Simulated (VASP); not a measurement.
# Ru (P6_3/mmc) in VASP: further runs, part 2 of 2

VASP 6.6.1. Earlier steps stand in the parts before.

**5. Relaxation of cell and atoms, PBE+D3(BJ)**

This run uses another cell than the first one, of 13.43 Å³/atom, 0.990 times its volume.

File INCAR:

```
SYSTEM = Ru
ALGO = Normal ; EDIFF = 1E-7
EDIFFG = -0.005 ; ENCUT = 600
GGA = PE ; IBRION = 2
ISIF = 3 ; ISMEAR = 1
IVDW = 12 ; LASPH = .TRUE.
LCHARG = .FALSE. ; LREAL = .FALSE.
LWAVE = .FALSE. ; NELM = 80
NSW = 90 ; PREC = Accurate
SIGMA = 0.1
```

File KPOINTS:

```
k-points
0
G
  15 15 9
  0 0 0
```

File POSCAR:

```
Ru                                      
1.0
    2.6952783023      0.0000000000      0.0000000000
   -1.3476391512      2.3341794801      0.0000000000
    0.0000000000      0.0000000000      4.2705639386
  Ru            
     2
Direct
     0.3333333332999970    0.6666666667000030    0.2500000000000000
     0.6666666667000030    0.3333333332999970    0.7500000000000000
```

Potentials or basis: VASP PAW PBE potentials, release 64 (Ru_pv).

Launch:

```console
> cat potpaw_PBE.64/Ru_pv/POTCAR > POTCAR
> mpirun -np 1 vasp_std > vasp.out
```

OUTCAR:

```text
SYSTEM = Ru
   EDIFF = 1E-7
   EDIFFG = -0.005
   ENCUT = 600
   GGA = PE
   IBRION = 2
   ISIF = 3
   ISMEAR = 1
   IVDW = 12
   LASPH = .TRUE.
   LREAL = .FALSE.
   NELM = 80
   NSW = 90
   PREC = Accurate
 IVDW          = 12

 ion  position               nearest neighbor table
   1  0.333  0.667  0.250-   2 2.64   2 2.64   2 2.64   2 2.64   2 2.64   2 2.64
   2  0.667  0.333  0.750-   1 2.64   1 2.64   1 2.64   1 2.64   1 2.64   1 2.64

  LATTYP: Found a hexagonal cell.
 ALAT       =     2.6952783023
 C/A-ratio  =     1.5844612168

  Lattice vectors:

 A1 = (   2.6952783023,   0.0000000000,   0.0000000000)
 A2 = (  -1.3476391512,   2.3341794801,   0.0000000000)
 A3 = (   0.0000000000,   0.0000000000,   4.2705639386)

Analysis of symmetry for initial positions (statically):
=====================================================================
 Subroutine PRICEL returns:
 Original cell was already a primitive cell.

 Routine SETGRP: Setting up the symmetry group for a
 hexagonal supercell.

 Subroutine GETGRP returns: Found 24 space group operations
 (whereof 12 operations were pure point group operations)
 out of a pool of 24 trial point group operations.

The static configuration has the point symmetry D_3d.
 The point group associated with its full space group is D_6h.

Analysis of symmetry for dynamics (positions and initial velocities):
=====================================================================
[... 150 lines left out ...]

--------------------------------------- Ionic step        1  -------------------------------------------

 number of electron      27.9999999 magnetization

 Free energy of the ion-electron system (eV)
  ---------------------------------------------------
  ext. energy  EPLUGINS =         0.00000000
  ---------------------------------------------------
  free energy    TOTEN  =       -18.45664286 eV

  energy without entropy =      -18.45530483  energy(sigma->0) =      -18.45619685

------------------------ aborting loop because EDIFF is reached ----------------------------------------

 Edisp (eV)   -1.26204

 E8    (eV) :    -0.5759
[... 71 lines left out ...]
--------------------------------------- Ionic step        3  -------------------------------------------

 number of electron      27.9999999 magnetization

 Free energy of the ion-electron system (eV)
  ---------------------------------------------------
  ext. energy  EPLUGINS =         0.00000000
  ---------------------------------------------------
  free energy    TOTEN  =       -18.45689494 eV

  energy without entropy =      -18.45553256  energy(sigma->0) =      -18.45644081

 E-fermi :  13.0085     XC(G=0): -14.1851

 val. band max:       13.0072513781   @ k =   0.2667   0.0000   0.3333
 cond. band min:      13.0364468221   @ k =   0.4667   0.0667   0.3333
 fundamental gap:      0.0291954441
 Fermi energy:        13.0085486634

 k-point     1 :       0.0000    0.0000    0.0000
  band No.  band energies     occupation
      1     -30.6564      2.00000
      2     -29.6970      2.00000
      3     -29.6970      2.00000
      4     -29.5223      2.00000
      5     -29.5223      2.00000
      6     -29.4759      2.00000
[... 481 lines left out ...]
      5     -29.8405      2.00000
      6     -29.8215      2.00000
[... 10 lines left out ...]
     17      18.4493      0.00000
     18      19.9296      0.00000

 [... further k-points ...]

------------------------ aborting loop because EDIFF is reached ----------------------------------------

 Edisp (eV)   -1.26179

 E8    (eV) :    -0.5757
[... 25 lines left out ...]
  FREE ENERGIE OF THE ION-ELECTRON SYSTEM (eV)
  ---------------------------------------------------
  free  energy   TOTEN  =       -19.7186876614 eV

  energy  without entropy=      -19.7173252806  energy(sigma->0) =      -19.71823353

 reached required accuracy - stopping structural energy minimisation
```

OSZICAR:

```text
N       E                     dE             d eps       ncg     rms          rms(c)
DAV:   1     0.307686251604E+03    0.30769E+03   -0.19590E+04  4868   0.192E+03
DAV:   2    -0.125258254507E+02   -0.32021E+03   -0.31401E+03  5076   0.523E+02
[... 20 lines left out ...]
       N       E                     dE             d eps       ncg     rms          rms(c)
DAV:   1    -0.184569530829E+02    0.24092E-03   -0.18492E-03  4928   0.425E-01    0.542E-02
DAV:   2    -0.184568998568E+02    0.53226E-04   -0.11160E-04  4912   0.110E-01    0.164E-02
DAV:   3    -0.184568940978E+02    0.57590E-05   -0.17712E-05  5254   0.345E-02    0.571E-03
DAV:   4    -0.184568947132E+02   -0.61538E-06   -0.15162E-06  7046   0.990E-03    0.211E-03
DAV:   5    -0.184568949243E+02   -0.21112E-06   -0.12809E-07  2814   0.349E-03    0.718E-04
DAV:   6    -0.184568949403E+02   -0.15958E-07   -0.40531E-08  2458   0.212E-03
   3 F= -.19718688E+02 E0= -.19718234E+02  d E =-.378319E-05
```

It took 57 s on 1 thread of Intel Xeon Platinum 8488C (Sapphire Rapids), shared host; peak memory 0.21 GiB.

What came out:

* Free energy: -19.7187 eV
* Relaxed volume: 13.44 Å³/atom
* Relaxed cell: a = 2.696 Å, b = 2.696 Å, c = 4.270 Å, α = 90.00°, β = 90.00°, γ = 120.00°
* Space group after relaxing (to 0.05 Å): P6_3/mmc (No. 194)
* Energy gained by relaxing: 0.0 meV/atom
* Ionic steps: 3
* Pressure after relaxing: 0.0 GPa
* Band gap on the k mesh: none (metal or under the smearing width)
* Dispersion energy per atom: -0.631 eV

Final structure:
```yaml
crystal:
  lattice:
    - [2.69574, 0.00000, 0.00000]
    - [-1.34787, 2.33458, 0.00000]
    - [0.00000, 0.00000, 4.26991]
  atoms:
    - { symbol: Ru, position: [0.33333, 0.66667, 0.25000] }
    - { symbol: Ru, position: [0.66667, 0.33333, 0.75000] }
```

Caveat: pairwise dispersion overbinds metals, which lowers pressure and volume.
